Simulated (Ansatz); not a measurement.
Input for Ansatz (plane-wave DFT, PAW):

```yaml
crystal:
  lattice:
    - [19.1860411595, 0.0, 0.0]
    - [0.0, 3.1976735266, 0.0]
    - [0.0, 0.0, 21.0443865386]
  atoms:
    - { symbol: Mg, position: [0.0, 0.0, 0.0712779152] }
    - { symbol: Mg, position: [0.0833333333, 0.5, 0.1787220848] }
    - { symbol: Mg, position: [0.1666666667, 0.0, 0.0712779152] }
    - { symbol: Mg, position: [0.25, 0.5, 0.1787220848] }
    - { symbol: Mg, position: [0.3333333333, 0.0, 0.0712779152] }
    - { symbol: Mg, position: [0.4166666667, 0.5, 0.1787220848] }
    - { symbol: Mg, position: [0.5, 0.0, 0.0712779152] }
    - { symbol: Mg, position: [0.5833333333, 0.5, 0.1787220848] }
    - { symbol: Mg, position: [0.6666666667, 0.0, 0.0712779152] }
    - { symbol: Mg, position: [0.75, 0.5, 0.1787220848] }
    - { symbol: Mg, position: [0.8333333333, 0.0, 0.0712779152] }
    - { symbol: Mg, position: [0.9166666667, 0.5, 0.1787220848] }
    - { symbol: Mg, position: [0.0, 0.0, 0.2861662543] }
    - { symbol: Mg, position: [0.0833333333, 0.5, 0.3936104238] }
    - { symbol: Mg, position: [0.1666666667, 0.0, 0.2861662543] }
    - { symbol: Mg, position: [0.25, 0.5, 0.3936104238] }
    - { symbol: Mg, position: [0.3333333333, 0.0, 0.2861662543] }
    - { symbol: Mg, position: [0.4166666667, 0.5, 0.3936104238] }
    - { symbol: Mg, position: [0.5, 0.0, 0.2861662543] }
    - { symbol: Mg, position: [0.5833333333, 0.5, 0.3936104238] }
    - { symbol: Mg, position: [0.6666666667, 0.0, 0.2861662543] }
    - { symbol: Mg, position: [0.75, 0.5, 0.3936104238] }
    - { symbol: Mg, position: [0.8333333333, 0.0, 0.2861662543] }
    - { symbol: Mg, position: [0.9166666667, 0.5, 0.3936104238] }
basis:
  ecutwfc: 420
kpoints:
  mp_grid: { grid: [2, 10, 1] }
hamiltonian:
  xc: pbe
scf:
  occupations: { method: gaussian, width: 0.1 }
output:
  forces: true
  eigenvalues: true
  populations: true
  write_density: true
  write_potential: true
  elf: true
  volumetric_format: npy
relax:
  adjacent_minimum: "off"
  f_tol: 0.02
  max_steps: 45
  constraints: [{ sites: [0, 1, 2, 3, 4, 5, 6, 7, 8, 9, 10, 11] }]
efield:
  axis: 3
  dipole_correction: true
  ramp_width: 0.04
```

Run as
```bash
ansatz run input.yaml --threads 4 --pin off --max-ram 9216MiB --backend cpu --events-out ev --progress --plain --runs-dir out
```

All numbers below come from DFT PBE, scalar-relativistic, plane waves, PAW (Ansatz).

Part of what the program printed, abridged:

```
Pseudopotentials: kind: paw
Pseudopotential: Mg, paw, valence charge 10, recommended cutoff 420 eV (normal)
Functional definition: PBE
Crystal: 24 atoms, lattice volume = 1291.088 Å³
Basis set: ecut = 420 eV, 25337 PW (Γ), exchange–correlation on 270×48×288 points (8 copies of the dense FFT grid, shifted against one another)
Bands: 144, of which v1, the nominal top of the filled ones, is band 120 counted from 1 (119 counted from 0)
Symmetry: 24 space group operations
k-points: 12 of 20
Initial density: superposition of atomic densities (neutral atoms: chi_scale 0, normalization atom), corrected by the library's trained network
Initial wavefunctions: pseudopotential atomic-orbital guess
Functional: x = pbe(κ = 0.804, μ = 0.21951497), c = pbe(β = 0.06672455)
SCF iter   1: F=—  HF=-46165.631707 eV  |F-HF|=—  |Δ(HF+E_count)|=         —  Δρ=6.56e-4  dr2=7.61e-2  ethr=1.77e-3  p= 0.000 e·Å  D=-4.64e-7 V/Å  ΔV_dip=0.00 eV  dr2_dipole=1.31e-10  V_vac-E_F(+/−)=3.70/3.70 eV  ⟨swp⟩=14.6  Hψ=10179  notcnv=0  defer=7
efield: sawtooth ramp at fractional position 0.7124 (placed from the atoms, in the widest stretch of the axis that holds none; the zero of the levels goes with the place), width 0.0400; the density the first Hamiltonian is built on has a dipole p =  0.000 e·Å; the dipole correction subtracts the counter field D = -4.64e-7 V/Å, which shifts the + side's vacuum level by +0.00 eV against the − side's; the planar-averaged density in the ramp window peaks in size at 2.3e-5 e/Å³
SCF iter   2: F=—  HF=-46165.628361 eV  |F-HF|=—  |Δ(HF+E_count)|=   3.35e-3  Δρ=2.37e-4  dr2=1.42e-3  ethr=3.17e-5  p=0.000 e·Å  D=2.64e-6 V/Å  ΔV_dip= 0.00 eV  dr2_dipole=4.43e-7  V_vac-E_F(+/−)=3.61/3.61 eV  ⟨swp⟩=2.0  Hψ=2227  notcnv=0  defer=21
SCF iter   3: F=—  HF=-46165.628919 eV  |F-HF|=—  |Δ(HF+E_count)|=   5.58e-4  Δρ=6.34e-5  dr2=3.23e-4  ethr=5.93e-7  p= 0.000 e·Å  D=-2.43e-6 V/Å  ΔV_dip=0.00 eV  dr2_dipole=9.13e-9  V_vac-E_F(+/−)=3.58/3.58 eV  ⟨swp⟩=2.5  Hψ=2257  notcnv=0  defer=21
SCF iter   4: F=-46165.628921 eV  HF=-46165.628922 eV  |F-HF|=8.04e-7  |Δ(HF+E_count)|=   2.80e-6  Δρ=2.31e-5  dr2=8.33e-6  ethr=1.35e-7  p=0.000 e·Å  D=7.52e-7 V/Å  ΔV_dip= 0.00 eV  dr2_dipole=4.28e-9  V_vac-E_F(+/−)=3.57/3.57 eV  ⟨swp⟩=2.0  Hψ=1814  notcnv=0  defer=21
SCF iter   5: F=-46165.628923 eV  HF=-46165.628924 eV  |F-HF|=4.86e-7  |Δ(HF+E_count)|=   1.64e-6  Δρ=8.16e-6  dr2=9.85e-7  ethr=3.47e-9  p= 0.000 e·Å  D=-3.00e-7 V/Å  ΔV_dip=0.00 eV  dr2_dipole=3.72e-10  V_vac-E_F(+/−)=3.56/3.56 eV  ⟨swp⟩=2.1  Hψ=3017  notcnv=0  defer=21
SCF iter   6: F=-46165.628924 eV  HF=-46165.628924 eV  |F-HF|=6.29e-9  |Δ(HF+E_count)|=   5.61e-8  Δρ=1.28e-6  dr2=4.03e-8  ethr=4.10e-10  p= 0.000 e·Å  D=-3.36e-8 V/Å  ΔV_dip=0.00 eV  dr2_dipole=1.34e-11  V_vac-E_F(+/−)=3.56/3.56 eV  ⟨swp⟩=22.4  Hψ=13980  notcnv=0
SCF 1 converged in 6 iterations: F = -46165.628924 eV  dr2 = 4.03e-8
relax step   1: F+E_penalty+E_count = -46165.62892365 eV  Δ(F+E_penalty+E_count) = +0.000e0 eV  max|allowed force component| = 3.744e-2 eV/Å  Δτ_max = 0.0000 Å  (6 SCF iters, dr2 threshold 1.00e-5 eV, accepted)
Initial density: handed on by an earlier stage of this run
Initial wavefunctions: those handed on with the density
SCF iter   1: F=—  HF=-46165.632739 eV  |F-HF|=—  |Δ(HF+E_count)|=         —  Δρ=2.15e-4  dr2=5.55e-3  ethr=3.51e-6  p= 0.000 e·Å  D=-1.10e-7 V/Å  ΔV_dip=0.00 eV  dr2_dipole=5.27e-4  V_vac-E_F(+/−)=3.57/3.57 eV  ⟨swp⟩=2.9  Hψ=4685  notcnv=0  defer=172
efield: sawtooth ramp at fractional position 0.7124 (handed on by an earlier solve), width 0.0400; the density the first Hamiltonian is built on has a dipole p =  0.000 e·Å; the dipole correction subtracts the counter field D = -1.10e-7 V/Å, which shifts the + side's vacuum level by +0.00 eV against the − side's; the planar-averaged density in the ramp window peaks in size at 2.7e-6 e/Å³
SCF iter   2: F=—  HF=-46165.632305 eV  |F-HF|=—  |Δ(HF+E_count)|=   4.34e-4  Δρ=7.04e-5  dr2=1.28e-4  ethr=2.31e-6  p=0.003 e·Å  D=3.76e-4 V/Å  ΔV_dip=-0.01 eV  dr2_dipole=1.64e-5  V_vac-E_F(+/−)=3.55/3.56 eV  ⟨swp⟩=2.0  Hψ=1768  notcnv=0  defer=172
SCF iter   3: F=—  HF=-46165.632319 eV  |F-HF|=—  |Δ(HF+E_count)|=   1.44e-5  Δρ=2.03e-5  dr2=2.46e-5  ethr=5.35e-8  p=0.002 e·Å  D=2.42e-4 V/Å  ΔV_dip=-0.01 eV  dr2_dipole=7.93e-8  V_vac-E_F(+/−)=3.55/3.56 eV  ⟨swp⟩=2.0  Hψ=2657  notcnv=0  defer=172
SCF iter   4: F=—  HF=-46165.632325 eV  |F-HF|=—  |Δ(HF+E_count)|=   5.89e-6  Δρ=4.47e-6  dr2=1.29e-6  ethr=1.03e-8  p=0.002 e·Å  D=2.26e-4 V/Å  ΔV_dip= 0.00 eV  dr2_dipole=4.82e-8  V_vac-E_F(+/−)=3.55/3.56 eV  ⟨swp⟩=2.0  Hψ=1826  notcnv=0  defer=172
SCF iter   5: F=-46165.632325 eV  HF=-46165.632325 eV  |F-HF|=1.32e-8  |Δ(HF+E_count)|=   1.62e-7  Δρ=1.36e-6  dr2=3.59e-8  ethr=4.17e-11  p=0.001 e·Å  D=2.05e-4 V/Å  ΔV_dip= 0.00 eV  dr2_dipole=1.11e-8  V_vac-E_F(+/−)=3.55/3.56 eV  ⟨swp⟩=20.2  Hψ=12921  notcnv=0
SCF 2 converged in 5 iterations: F = -46165.632325 eV  dr2 = 3.59e-8
relax step   2: F+E_penalty+E_count = -46165.63232508 eV  Δ(F+E_penalty+E_count) = -3.401e-3 eV  max|allowed force component| = 1.843e-2 eV/Å  Δτ_max = 0.0254 Å  (5 SCF iters, accepted)
SCF iter   1: F=—  HF=-46165.633629 eV  |F-HF|=—  |Δ(HF+E_count)|=         —  Δρ=1.98e-4  dr2=5.71e-3  ethr=1.86e-5  p=0.001 e·Å  D=2.05e-4 V/Å  ΔV_dip= 0.00 eV  dr2_dipole=1.49e-3  V_vac-E_F(+/−)=3.56/3.56 eV  ⟨swp⟩=3.3  Hψ=2807  notcnv=0  defer=174
efield: sawtooth ramp at fractional position 0.7124 (handed on by an earlier solve), width 0.0400; the density the first Hamiltonian is built on has a dipole p = 0.001 e·Å; the dipole correction subtracts the counter field D = 2.05e-4 V/Å, which shifts the + side's vacuum level by  0.00 eV against the − side's; the planar-averaged density in the ramp window peaks in size at 2.7e-6 e/Å³
SCF iter   2: F=—  HF=-46165.633303 eV  |F-HF|=—  |Δ(HF+E_count)|=   3.25e-4  Δρ=7.15e-5  dr2=6.80e-4  ethr=2.38e-6  p=0.006 e·Å  D=8.28e-4 V/Å  ΔV_dip=-0.02 eV  dr2_dipole=4.84e-4  V_vac-E_F(+/−)=3.54/3.56 eV  ⟨swp⟩=2.1  Hψ=2073  notcnv=0  defer=170
SCF iter   3: F=—  HF=-46165.633288 eV  |F-HF|=—  |Δ(HF+E_count)|=   1.55e-5  Δρ=2.07e-5  dr2=4.79e-5  ethr=2.83e-7  p=0.004 e·Å  D=5.44e-4 V/Å  ΔV_dip=-0.01 eV  dr2_dipole=1.88e-5  V_vac-E_F(+/−)=3.54/3.56 eV  ⟨swp⟩=2.0  Hψ=1771  notcnv=0  defer=170
SCF iter   4: F=—  HF=-46165.633368 eV  |F-HF|=—  |Δ(HF+E_count)|=   8.02e-5  Δρ=5.63e-6  dr2=1.17e-6  ethr=1.99e-8  p=0.003 e·Å  D=4.38e-4 V/Å  ΔV_dip=-0.01 eV  dr2_dipole=5.96e-8  V_vac-E_F(+/−)=3.54/3.55 eV  ⟨swp⟩=2.0  Hψ=1803  notcnv=0  defer=170
SCF iter   5: F=-46165.633368 eV  HF=-46165.633368 eV  |F-HF|=1.48e-8  |Δ(HF+E_count)|=   1.54e-7  Δρ=1.42e-6  dr2=4.29e-8  ethr=4.17e-11  p=0.003 e·Å  D=4.12e-4 V/Å  ΔV_dip=-0.01 eV  dr2_dipole=3.68e-9  V_vac-E_F(+/−)=3.54/3.55 eV  ⟨swp⟩=19.8  Hψ=13773  notcnv=0
SCF 3 converged in 5 iterations: F = -46165.633368 eV  dr2 = 4.29e-8
relax step   3: F+E_penalty+E_count = -46165.63336798 eV  Δ(F+E_penalty+E_count) = -1.043e-3 eV  max|allowed force component| = 1.594e-3 eV/Å  Δτ_max = 0.0231 Å  (5 SCF iters, accepted)
WARN: The output density's exchange-correlation potential varies sharply where the density is thin. Do not read a vacuum level from v_tot or v_xc, or from such a field of the output density. On a cell that repeats whose density bears no net charge and no dipole along the vacuum's axis use v_es (v_loc + v_h of the components); under efield.dipole_correction with no amplitude use v_es + v_field, which holds any external_charges[].barrier, or the levels of the report's work_function block, which leave it out; under a non-zero efield.amplitude the vacuum is tilted and has no level; on a cell that repeats and bears such a dipole with no correction it is tilted too, and efield.dipole_correction wi ...
SCF converged after 5 iterations
Free energy (F): -46165.633368 eV
Harris-Foulkes:  -46165.633368 eV  (|F-HF|=1.48e-8)
Internal energy: -46165.562404 eV  (E = F + TS)
E sigma→0 (E₀):  -46165.597886 eV
Entropy (-TS):   -0.070964 eV (-2.957 meV/atom)
Fermi energy:    0.466759 eV
Dipole field:    D = 0.000380 V/Å  (p = 0.002713 e·Å, saw-weighted, corrected)
Work function:   Φ+ = 3.5445 eV   Φ− = 3.5525 eV
Levels:          The Fermi level and band energies are counted from a zero that moves with the ramp; work functions are not
--- Per-component energies (eV) ---
  E_band       = -9840.590658
  E_kinetic    = 1784.684524
  E_local      = -140310.533099  (includes V_loc(G=0)·N_el)
  E_nonlocal   = 2301.642930
  E_hartree    = 63969.658333
  E_xc         = -671.539786
  E_vxc        = -865.826798  (∫ρ·V_xc dr)
  E_paw        = -7025.879390  (= ΣΔE_a)
  E_vpaw       = -689.867686  (= ΣTr[D̂ρ^β])
  E_aug_tail   = -0.000083  (compensation charges beyond the density's cutoff)
  E_efield     = 0.000001  (sawtooth field / dipole correction)
  E_vefield    = 0.001445  (∫n·V_field dr)
  E_ewald      = 33786.404167
  E_smearing   = -0.070964  (= −TS)
--- Forces (eV/Å), atoms counted from 1 ---
  atom   1  Mg     0.00000000     0.00000000     0.04218374
  atom   2  Mg     0.00000000     0.00000000    -0.04117275
  atom   3  Mg     0.00000000     0.00000000     0.04218374
  atom   4  Mg     0.00000000     0.00000000    -0.04117275
  atom   5  Mg     0.00000000     0.00000000     0.04218374
  atom   6  Mg     0.00000000     0.00000000    -0.04117275
  atom   7  Mg     0.00000000     0.00000000     0.04218374
  atom   8  Mg     0.00000000     0.00000000    -0.04117275
  atom   9  Mg     0.00000000     0.00000000     0.04218374
  atom  10  Mg     0.00000000     0.00000000    -0.04117275
  atom  11  Mg     0.00000000     0.00000000     0.04218374
  atom  12  Mg     0.00000000     0.00000000    -0.04117275
  atom  13  Mg     0.00000000     0.00000000    -0.00159396
  atom  14  Mg     0.00000000     0.00000000     0.00057067
  atom  15  Mg     0.00000000     0.00000000    -0.00159396
  atom  16  Mg     0.00000000     0.00000000     0.00057067
  atom  17  Mg     0.00000000     0.00000000    -0.00159396
  atom  18  Mg     0.00000000     0.00000000     0.00057067
  atom  19  Mg     0.00000000     0.00000000    -0.00159396
  atom  20  Mg     0.00000000     0.00000000     0.00057067
  atom  21  Mg     0.00000000     0.00000000    -0.00159396
  atom  22  Mg     0.00000000     0.00000000     0.00057067
  atom  23  Mg     0.00000000     0.00000000    -0.00159396
  atom  24  Mg     0.00000000     0.00000000     0.00057067
--- Band table (eV; the first three rows and the last of 12) ---
  k-point 0: bands = ["-75.8107", "-75.8104", "-75.8104", "-75.8100", "-75.8100", "-75.8098", "-75.8038", "-75.8036", "-75.8036", "-75.8031", "-75.8031", "-75.8029", "-75.5437", "-75.5434", "-75.5434", "-75.5429", "-75.5429", "-75.5427", "-75.5337", "-75.5335", "-75.5335", "-75.5331", "-75.5331", "-75.5329", "-42.5911", "-42.5907", "-42.5907", "-42.5900", "-42.5900", "-42.5896", "-42.5846", "-42.5843", "-42.5843", "-42.5835", "-42.5835", "-42.5832", "-42.5624", "-42.5584", "-42.5584", "-42.5554", "-42.5514", "-42.5514", "-42.5504", "-42.5504", "-42.5463", "-42.5463", "-42.5460", "-42.5460", "-42.5453", "-42.5453", "-42.5450", "-42.5433", "-42.5433", "-42.5393", "-42.5391", "-42.5388", "-42.5 ...
  k-point 1: bands = ["-75.8106", "-75.8104", "-75.8104", "-75.8099", "-75.8099", "-75.8097", "-75.8037", "-75.8035", "-75.8035", "-75.8030", "-75.8030", "-75.8028", "-75.5436", "-75.5433", "-75.5433", "-75.5428", "-75.5428", "-75.5426", "-75.5336", "-75.5334", "-75.5334", "-75.5330", "-75.5330", "-75.5328", "-42.5910", "-42.5906", "-42.5906", "-42.5899", "-42.5899", "-42.5895", "-42.5845", "-42.5841", "-42.5841", "-42.5834", "-42.5834", "-42.5830", "-42.5622", "-42.5582", "-42.5582", "-42.5552", "-42.5512", "-42.5512", "-42.5502", "-42.5502", "-42.5478", "-42.5475", "-42.5475", "-42.5469", "-42.5469", "-42.5465", "-42.5462", "-42.5432", "-42.5432", "-42.5406", "-42.5403", "-42.5403", "-42.5 ...
  k-point 2: bands = ["-75.8104", "-75.8101", "-75.8101", "-75.8097", "-75.8097", "-75.8094", "-75.8035", "-75.8033", "-75.8033", "-75.8028", "-75.8028", "-75.8026", "-75.5433", "-75.5431", "-75.5431", "-75.5426", "-75.5426", "-75.5423", "-75.5334", "-75.5332", "-75.5332", "-75.5328", "-75.5328", "-75.5326", "-42.5906", "-42.5902", "-42.5902", "-42.5895", "-42.5895", "-42.5891", "-42.5841", "-42.5838", "-42.5838", "-42.5830", "-42.5830", "-42.5826", "-42.5618", "-42.5578", "-42.5578", "-42.5548", "-42.5518", "-42.5515", "-42.5515", "-42.5508", "-42.5508", "-42.5508", "-42.5508", "-42.5505", "-42.5499", "-42.5499", "-42.5459", "-42.5446", "-42.5443", "-42.5443", "-42.5436", "-42.5436", "-42.5 ...
  k-point 11: bands = ["-75.8097", "-75.8097", "-75.8093", "-75.8093", "-75.8089", "-75.8089", "-75.8028", "-75.8028", "-75.8024", "-75.8024", "-75.8021", "-75.8021", "-75.5426", "-75.5426", "-75.5422", "-75.5422", "-75.5418", "-75.5418", "-75.5328", "-75.5328", "-75.5324", "-75.5324", "-75.5320", "-75.5320", "-42.5895", "-42.5895", "-42.5889", "-42.5889", "-42.5882", "-42.5882", "-42.5831", "-42.5831", "-42.5824", "-42.5824", "-42.5817", "-42.5817", "-42.5622", "-42.5622", "-42.5615", "-42.5615", "-42.5608", "-42.5608", "-42.5597", "-42.5597", "-42.5550", "-42.5550", "-42.5543", "-42.5543", "-42.5536", "-42.5536", "-42.5529", "-42.5529", "-42.5527", "-42.5527", "-42.5461", "-42.5461", "-42. ...
--- Relaxed structure (3 steps of the walk, 3 accepted, 0 SCFs on fresh bases) ---
  F+E_penalty+E_count = -46165.63336798 eV   max|allowed force component| = 1.594e-3 eV/Å
  atoms:
    - { symbol: Mg, position: [0.0, 0.0, 0.0712779152] }
    - { symbol: Mg, position: [0.08333333, 0.5, 0.17872208] }
    - { symbol: Mg, position: [0.16666666, 0.0, 0.0712779152] }
    - { symbol: Mg, position: [0.25, 0.5, 0.17872208] }
    - { symbol: Mg, position: [0.33333333, 0.0, 0.0712779152] }
    - { symbol: Mg, position: [0.41666666, 0.5, 0.17872208] }
    - { symbol: Mg, position: [0.5, 0.0, 0.0712779152] }
    - { symbol: Mg, position: [0.58333333, 0.5, 0.17872208] }
    - { symbol: Mg, position: [0.66666666, 0.0, 0.0712779152] }
    - { symbol: Mg, position: [0.75, 0.5, 0.17872208] }
    - { symbol: Mg, position: [0.83333333, 0.0, 0.0712779152] }
    - { symbol: Mg, position: [0.91666666, 0.5, 0.17872208] }
    - { symbol: Mg, position: [0.0, 0.0, 0.28546658] }
    - { symbol: Mg, position: [0.08333333, 0.5, 0.39130317] }
    - { symbol: Mg, position: [0.16666666, 0.0, 0.28546658] }
    - { symbol: Mg, position: [0.25, 0.5, 0.39130317] }
    - { symbol: Mg, position: [0.33333333, 0.0, 0.28546658] }
    - { symbol: Mg, position: [0.41666666, 0.5, 0.39130317] }
    - { symbol: Mg, position: [0.5, 0.0, 0.28546658] }
    - { symbol: Mg, position: [0.58333333, 0.5, 0.39130317] }
    - { symbol: Mg, position: [0.66666666, 0.0, 0.28546658] }
    - { symbol: Mg, position: [0.75, 0.5, 0.39130317] }
    - { symbol: Mg, position: [0.83333333, 0.0, 0.28546658] }
    - { symbol: Mg, position: [0.91666666, 0.5, 0.39130317] }
--- Löwdin populations: 24 sites ---
  site symbol q [e]
     0     Mg      9.5160
     1     Mg      9.5081
     2     Mg      9.5160
     3     Mg      9.5081
     4     Mg      9.5160
     5     Mg      9.5081
     6     Mg      9.5160
     7     Mg      9.5081
     8     Mg      9.5160
     9     Mg      9.5081
    10     Mg      9.5160
    11     Mg      9.5081
    12     Mg      9.5079
    13     Mg      9.5143
    14     Mg      9.5079
    15     Mg      9.5143
    16     Mg      9.5079
    17     Mg      9.5143
    18     Mg      9.5079
    19     Mg      9.5143
    20     Mg      9.5079
    21     Mg      9.5143
    22     Mg      9.5079
    23     Mg      9.5143
  spilling = 0.048843 (of n_electrons = 240.000000)
```

The relaxation met its thresholds.

It took 3.2 min on 4 threads of Arm Neoverse V1, with other jobs on the host, peak memory 4 GiB.